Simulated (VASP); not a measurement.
Wanted: the native input for a VASP 6.6.1 run.

```
Task                   : single point
Functional             : PBE
Potentials or basis    : VASP PAW PBE potentials, release 64 (Ga_d, P)
Cutoff                 : 520 eV
k mesh                 : 4 × 4 × 4
Occupations            : fermi-dirac, width 0.04 eV
Spin                   : no spin polarisation
Dipole correction      : no
Further INCAR settings : ALGO = Fast; EDIFF = 1e-06; NBANDS = 16
```

The structure of GaP lies in POSCAR:

```
GaP
1.0
    0.0000000000      2.7252500000      2.7252500000
    2.7252500000      0.0000000000      2.7252500000
    2.7252500000      2.7252500000      0.0000000000
Ga P
1 1
Direct
    0.0000000000      0.0000000000      0.0000000000
    0.7500000000      0.7500000000      0.7500000000
```

The input as run:

INCAR

```
SYSTEM = GaP
  PREC = Accurate
  ENCUT = 520
  EDIFF = 1E-6
  ISMEAR = -1
  SIGMA = 0.04
  LREAL = .False.
  LASPH = .True.
  NELM = 100
  ALGO = Fast
  ISIF = 2
  LWAVE = .False.
  LCHARG = .False.
  GGA = PE
  NBANDS = 16
```

KPOINTS

```
Automatic mesh
0
Gamma
  4 4 4
  0 0 0
```

Potentials or basis: VASP PAW PBE potentials, release 64 (Ga_d, P).

Launch:

```sh
$ cat potpaw_PBE.64/Ga_d/POTCAR potpaw_PBE.64/P/POTCAR > POTCAR
$ mpirun -np 1 vasp_std > vasp.out
```

It gave:

The pressure is 2.8 GPa. The band gap on the k mesh is 1.63 eV, indirect (least direct gap 1.82 eV).

Caveat: the k mesh is coarse (spacing up to 0.50 Å⁻¹), so the values aren't converged.

Wall time 8.2 s on 1 thread of Intel(R) Xeon(R) Platinum 8488C (Sapphire Rapids), with other jobs on the host, peak memory 0.16 GiB.
